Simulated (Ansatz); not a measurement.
# Titanium, hcp under LDA: from relaxation to bulk modulus

What does LDA give for titanium in the hcp structure? We relax it, solve it on a dense k-mesh, switch on spin-orbit coupling, then scale the cell to 7 volumes from 88 to 112 % of the relaxed one and try a fit of the equation of state. The k-meshes are 12×12×7 for the relaxation; 21×21×12 for the dense run; 13×13×7 for spin-orbit coupling; 21×21×12 for the volumes. The starting cell is the deposited one, from the Crystallography Open Database.

Program: Ansatz 0.2.0. Level of theory: DFT LDA (PW92), plane waves (420 eV) with PAW, scalar-relativistic; the PAW data stem from PBE, with regenerated cores. These are calculated values, not measurements.

## 1. The system as given

Symmetry: P6_3/mmc, No. 194, hexagonal system. Conventional cell: a = 2.950 Å, b = 2.950 Å, c = 4.686 Å, α = 90.00°, β = 90.00°, γ = 120.00°. Ti (site symmetry -6m2) is surrounded by 12 Ti at 2.90 to 2.95 Å.

As a file:

```cif
data_structure
_symmetry_space_group_name_H-M 'P 1'
_symmetry_Int_Tables_number 1
_cell_length_a 2.9500
_cell_length_b 2.9500
_cell_length_c 4.6860
_cell_angle_alpha 90.000
_cell_angle_beta 90.000
_cell_angle_gamma 120.000
_cell_volume 35.32
loop_
_atom_site_label
_atom_site_type_symbol
_atom_site_fract_x
_atom_site_fract_y
_atom_site_fract_z
_atom_site_occupancy
Ti1 Ti 0.33333 0.66667 0.25000 1
Ti2 Ti 0.66667 0.33333 0.75000 1
```

## 2. Relaxing cell and atoms

Input file input.yaml:

```yaml
crystal:
  lattice:
    - [2.9499978604, 0.0, 0.0]
    - [-1.4749989302, 2.5547730882, 0.0]
    - [0.0, 0.0, 4.686]
  atoms:
    - { symbol: Ti, position: [0.3333333333, 0.6666666667, 0.25] }
    - { symbol: Ti, position: [0.6666666667, 0.3333333333, 0.75] }
hamiltonian:
  xc: lda
  pseudopotentials:
    kind: paw
    azcp:
      Ti: "pseudopotentials/Ti.paw.azcp"
basis:
  ecutwfc: 420
  fft_grid_basis: typed
kpoints:
  mp_grid: { grid: [12, 12, 7], shift: [0, 0, 0] }
magnetization:
  spin_polarized: false
scf:
  occupations: { method: fermi_dirac, width: 0.1 }
relax:
  max_steps: 60
  f_tol: 0.01
  cell: {}
```

What it wrote (excerpt; [...] marks lines left out):

```text
Warning: <dir> the record states the generating functional pbe (its physics header spells it `PBE`), which answers neither for hamiltonian.xc's functional nor for the lda family's — results may be inconsistent (PPs are generated against a specific XC)
Warning: RAYON_NUM_THREADS=4 ignored (pool sized by the plan → 4); use --threads N
[...]
Pseudopotentials: kind: paw
Pseudopotential: Ti, paw, valence charge 12, recommended cutoff 420 eV (normal), <dir>
Functional definition: SPW92
[...]
Crystal: 2 atoms, lattice volume = 35.316 Å³
Basis set: ecut = 420 eV, 687 PW (Γ)
Bands: 16, of which v1, the nominal top of the filled ones, is band 12 counted from 1 (11 counted from 0)
Symmetry: 24 space group operations
Space group: P63/mmc (ITA 194), of the structure as read, at distance tolerance 3.3e-5 Å
k-points: 76 of 1008
[...]
SCF iter   1: F=—  HF=-4900.537958 eV  |F-HF|=—  |Δ(HF+E_count)|=         —  Δρ=6.05e-3  dr2=5.27e-3  ethr=1.77e-3  ⟨swp⟩=4.5  Hψ=11460  notcnv=0
[...]
relax step   1: F+E_penalty+E_count = -4900.53683024 eV  Δ(F+E_penalty+E_count) = +0.000e0 eV  max|allowed force component| = 1.573e-16 eV/Å  Δτ_max = 0.0000 Å  P = -9.769 GPa  Ω = 35.316 Å³  (6 SCF iters, dr2 threshold 1.00e-7 eV, accepted)
[...]
relax step   7: F+E_penalty+E_count = -4900.63723439 eV  Δ(F+E_penalty+E_count) = -2.736e-6 eV  max|allowed force component| = 1.573e-16 eV/Å  Δτ_max = 0.0000 Å  P = -0.001 GPa  Ω = 32.247 Å³  energy of the carried Pulay correction = +9.122e-7 eV  (7 SCF iters, dr2 threshold 7.24e-9 eV, accepted)
[...]
relax step   8: F+E_penalty+E_count = -4900.63723426 eV  Δ(F+E_penalty+E_count) = +1.369e-7 eV  max|allowed force component| = 1.018e-16 eV/Å  Δτ_max = 0.0000 Å  P = -0.001 GPa  Ω = 32.247 Å³  stress off target by 2.14e-3 GPa  SCF on the basis re-selected at this cell (its energy is not [...]
SCF converged after 6 iterations
Free energy (F): -4900.637234 eV
[...]
E sigma→0 (E₀):  -4900.599989 eV
Entropy (-TS):   -0.074491 eV (-37.246 meV/atom)
Fermi energy:    14.242837 eV
[...]
--- Forces (eV/Å), atoms counted from 1 ---
  atom   1  Ti    -0.00000000    -0.00000000     0.00000000
  atom   2  Ti     0.00000000     0.00000000    -0.00000000
[...]
--- Stress (GPa, compression-positive) ---
       -0.000295       0.000000       0.000000
        0.000000      -0.000295       0.000000
        0.000000       0.000000      -0.002139
  P = ⅓ Tr σ = -0.0009 GPa (-0.009 kbar)
--- Relaxed structure (6 steps of the walk, 6 accepted, 2 SCFs on fresh bases) ---
  F+E_penalty+E_count = -4900.63723426 eV   max|allowed force component| = 1.018e-16 eV/Å   (the final SCF, on the basis selected at the relaxed cell)
  cell:  # Å, volume = 32.2472 Å³
    - [2.863869886441627, 9.019217329745153e-37, 0.0]
    - [-1.4319349432208135, 2.4801840747917043, 0.0]
    - [0.0, 0.0, 4.539994313988217]
  atoms:
    - { symbol: Ti, position: [0.3333333333333333, 0.6666666666666666, 0.25000000000000006] }
    - { symbol: Ti, position: [0.6666666666666666, 0.3333333333333333, 0.7500000000000001] }
```

Run time: 8.8 s. Hardware: 4 threads of an Arm CPU, shared host; peak memory 0.42 GiB.

Step by step:

```
step  energy change (meV/atom)  largest force (eV/Å)  pressure (GPa)  volume (Å³/atom)
   1                      0.00                0.0000           -9.77            17.658
   2                    -29.16                0.0000            7.96            15.228
   3                    -50.07                0.0000           -0.82            16.232
   4                    -50.37                0.0000           -0.06            16.134
   5                    -50.38                0.0000            0.00            16.126
   6                    -50.20                0.0000           -0.02            16.126
   7                    -50.20                0.0000            0.00            16.124
   8                    -50.20                0.0000            0.00            16.124
```

Steps that repeat a cell are solved on a basis chosen anew, so their changes of energy are no gain of the relaxation.

Changes in the cell that was computed:

|  | before | after | change |
| --- | --- | --- | --- |
| a (Å) | 2.950 | 2.864 | -2.9 % |
| b (Å) | 2.950 | 2.864 | -2.9 % |
| c (Å) | 4.686 | 4.540 | -3.1 % |
| volume (Å³/atom) | 17.658 | 16.124 | -8.7 % |
| shortest distance (Å) | 2.897 | 2.808 | -3.0 % |
| space group (spins left aside) | P6_3/mmc | P6_3/mmc | same |

## 3. The energy on a finer k-mesh

Input file input.yaml:

```yaml
crystal:
  lattice:
    - [2.8638698864, 0.0, 0.0]
    - [-1.4319349432, 2.4801840748, 0.0]
    - [0.0, 0.0, 4.539994314]
  atoms:
    - { symbol: Ti, position: [0.3333333333, 0.6666666667, 0.25] }
    - { symbol: Ti, position: [0.6666666667, 0.3333333333, 0.75] }
hamiltonian:
  xc: lda
  pseudopotentials:
    kind: paw
    azcp:
      Ti: "pseudopotentials/Ti.paw.azcp"
basis:
  ecutwfc: 420
  fft_grid_basis: typed
kpoints:
  mp_grid: { grid: [21, 21, 12], shift: [0, 0, 0] }
magnetization:
  spin_polarized: false
scf:
  occupations: { method: fermi_dirac, width: 0.1 }
```

What it wrote (excerpt; [...] marks lines left out):

```text
Warning: <dir> the record states the generating functional pbe (its physics header spells it `PBE`), which answers neither for hamiltonian.xc's functional nor for the lda family's — results may be inconsistent (PPs are generated against a specific XC)
Warning: RAYON_NUM_THREADS=4 ignored (pool sized by the plan → 4); use --threads N
[...]
[... 3 set-up lines as earlier in the session ...]
[...]
Crystal: 2 atoms, lattice volume = 32.247 Å³
Basis set: ecut = 420 eV, 615 PW (Γ)
Bands: 16, of which v1, the nominal top of the filled ones, is band 12 counted from 1 (11 counted from 0)
[... 1 set-up line as earlier in the session ...]
Space group: P63/mmc (ITA 194), of the structure as read, at distance tolerance 3.2e-5 Å
k-points: 336 of 5292
[...]
SCF iter   1: F=—  HF=-4900.639502 eV  |F-HF|=—  |Δ(HF+E_count)|=         —  Δρ=6.39e-3  dr2=5.59e-3  ethr=1.77e-3  ⟨swp⟩=4.5  Hψ=50417  notcnv=0  defer=7
[...]
SCF iter   6: F=-4900.637785 eV  HF=-4900.637785 eV  |F-HF|=8.19e-11  |Δ(HF+E_count)|=   1.92e-9  Δρ=6.15e-7  dr2=7.93e-11  ethr=2.82e-11  ⟨swp⟩=1.0  Hψ=19308  notcnv=0
[...]
SCF converged after 6 iterations
Free energy (F): -4900.637785 eV
[...]
E sigma→0 (E₀):  -4900.601164 eV
Entropy (-TS):   -0.073241 eV (-36.620 meV/atom)
Fermi energy:    14.244237 eV
[...]
```

Run time: 4.7 s. Hardware: 4 threads of an Arm CPU, shared host; peak memory 0.51 GiB.

## 4. Spin-orbit coupling switched on

Edit input.yaml of step 3 so:

```diff
@@ -11,3 +11,3 @@
   pseudopotentials:
-    kind: paw
+    kind: paw_fr
     azcp:
@@ -18,5 +18,6 @@
 kpoints:
-  mp_grid: { grid: [21, 21, 12], shift: [0, 0, 0] }
+  mp_grid: { grid: [13, 13, 7], shift: [0, 0, 0] }
 magnetization:
-  spin_polarized: false
+  noncollinear: true
+  spin_orbit: true
 scf:
```

What it wrote (excerpt; [...] marks lines left out):

```text
Warning: <dir> the record states the generating functional pbe (its physics header spells it `PBE`), which answers neither for hamiltonian.xc's functional nor for the lda family's — results may be inconsistent (PPs are generated against a specific XC)
Warning: RAYON_NUM_THREADS=4 ignored (pool sized by the plan → 4); use --threads N
[...]
Pseudopotentials: kind: paw_fr
Pseudopotential: Ti, paw_fr, valence charge 12, recommended cutoff 420 eV (normal), <dir>
[... 1 set-up line as earlier in the session ...]
[...]
non-collinear run that drives no moment, with spin-orbit: no starting moment large enough to seed its density (crystal.atoms[].spin), no starting occupations that ask for one, no magnetisation constraint and no magnetic field, so the semilocal B_xc is pinned to zero
Crystal: 2 atoms, lattice volume = 32.247 Å³
Basis set: ecut = 420 eV, 615 PW (Γ)
Bands: 32, of which v1, the nominal top of the filled ones, is band 24 counted from 1 (23 counted from 0)
Symmetry: 24 space group operations + 24 with time reversal
Magnetic group: BNS 194.264 (UNI 1494), of the structure as read, at distance tolerance 3.2e-5 Å
k-points: 84 of 1183
Projection manifold: j_resolved (fully-relativistic pseudo-atomic orbitals)
[...]
SCF iter   1: F=—  HF=-4901.159189 eV  |F-HF|=—  |Δ(HF+E_count)|=         —  Δρ=5.85e-2  dr2=1.11e0  dr2_m=0.00e0 (ungated)  ethr=3.10e-3  |M|=0.00e0 ∫|m|=0.00e0 μB  |m|>n=0.0e0 m-floor=0.0e0 τ_xc=0.0e0  β_m=0.30  ⟨swp⟩=4.9  Hψ=6415  notcnv=0
[...]
SCF iter   7: F=-4900.767721 eV  HF=-4900.767721 eV  |F-HF|=8.72e-10  |Δ(HF+E_count)|=   5.61e-7  Δρ=1.94e-6  dr2=9.42e-10  dr2_m=0.00e0 (ungated)  ethr=4.17e-10  |M|=0.00e0 ∫|m|=0.00e0 μB  |m|>n=0.0e0 m-floor=0.0e0 τ_xc=0.0e0  ⟨swp⟩=1.0  Hψ=4408  notcnv=0
[...]
SCF converged after 7 iterations
Magnetization: |M| = 0.0000 μB,  M = (+0.0000, +0.0000, +0.0000) μB
Absolute magnetization: 0.0000 μB (∫|m|)
  site 0: m = (+0.0000, +0.0000, +0.0000) μB, |m| = 0.0000 μB  (R = 1.16 Å)
  site 1: m = (+0.0000, +0.0000, +0.0000) μB, |m| = 0.0000 μB  (R = 1.16 Å)
Free energy (F): -4900.767721 eV
[...]
E sigma→0 (E₀):  -4900.730763 eV
Entropy (-TS):   -0.073916 eV (-36.958 meV/atom)
Fermi energy:    14.245414 eV
[...]
```

Wall time 6 s (4 threads of an Arm CPU, shared host); peak memory 0.51 GiB.

Side by side:

|  | scalar-relativistic | with spin-orbit coupling |
| --- | --- | --- |
| k-mesh | 21×21×12 | 13×13×7 |
| gap on the mesh | none (levels filled in part) | none (levels filled in part) |

The meshes differ, so small differences between the columns need not come from spin-orbit coupling.

## 5. The cell scaled to 88 % of its volume

Input file input.yaml:

```yaml
crystal:
  lattice:
    - [2.7444006084, 0.0, 0.0]
    - [-1.3722003042, 2.376720645, 0.0]
    - [0.0, 0.0, 4.3506037814]
  atoms:
    - { symbol: Ti, position: [0.3333333333, 0.6666666667, 0.25] }
    - { symbol: Ti, position: [0.6666666667, 0.3333333333, 0.75] }
hamiltonian:
  xc: lda
  pseudopotentials:
    kind: paw
    azcp:
      Ti: "pseudopotentials/Ti.paw.azcp"
basis:
  ecutwfc: 420
  fft_grid_basis: typed
kpoints:
  mp_grid: { grid: [21, 21, 12], shift: [0, 0, 0] }
magnetization:
  spin_polarized: false
scf:
  occupations: { method: fermi_dirac, width: 0.1 }
output:
  stress: true
```

What it wrote (excerpt; [...] marks lines left out):

```text
Warning: <dir> the record states the generating functional pbe (its physics header spells it `PBE`), which answers neither for hamiltonian.xc's functional nor for the lda family's — results may be inconsistent (PPs are generated against a specific XC)
Warning: RAYON_NUM_THREADS=4 ignored (pool sized by the plan → 4); use --threads N
[...]
[... 3 set-up lines as earlier in the session ...]
[...]
Crystal: 2 atoms, lattice volume = 28.378 Å³
Basis set: ecut = 420 eV, 573 PW (Γ)
Bands: 16, of which v1, the nominal top of the filled ones, is band 12 counted from 1 (11 counted from 0)
[... 1 set-up line as earlier in the session ...]
Space group: P63/mmc (ITA 194), of the structure as read, at distance tolerance 3.1e-5 Å
k-points: 336 of 5292
[...]
SCF iter   1: F=—  HF=-4900.420604 eV  |F-HF|=—  |Δ(HF+E_count)|=         —  Δρ=6.70e-3  dr2=6.17e-3  ethr=1.77e-3  ⟨swp⟩=4.5  Hψ=50599  notcnv=0  defer=20
[...]
SCF iter   6: F=-4900.418241 eV  HF=-4900.418241 eV  |F-HF|=2.82e-11  |Δ(HF+E_count)|=   2.26e-9  Δρ=6.06e-7  dr2=4.87e-11  ethr=4.14e-11  ⟨swp⟩=1.9  Hψ=19075  notcnv=0
[...]
SCF converged after 6 iterations
Free energy (F): -4900.418241 eV
[...]
E sigma→0 (E₀):  -4900.385735 eV
Entropy (-TS):   -0.065012 eV (-32.506 meV/atom)
Fermi energy:    16.507071 eV
[...]
--- Stress (GPa, compression-positive) ---
       19.691846       0.000000       0.000000
       -0.000000      19.691846       0.000000
        0.000000       0.000000      20.613135
  P = ⅓ Tr σ = 19.9989 GPa (199.989 kbar)
```

It took 4.4 s on 4 threads of an Arm CPU, shared host; peak memory 0.5 GiB.

(Part 1 of 2 ends here.)
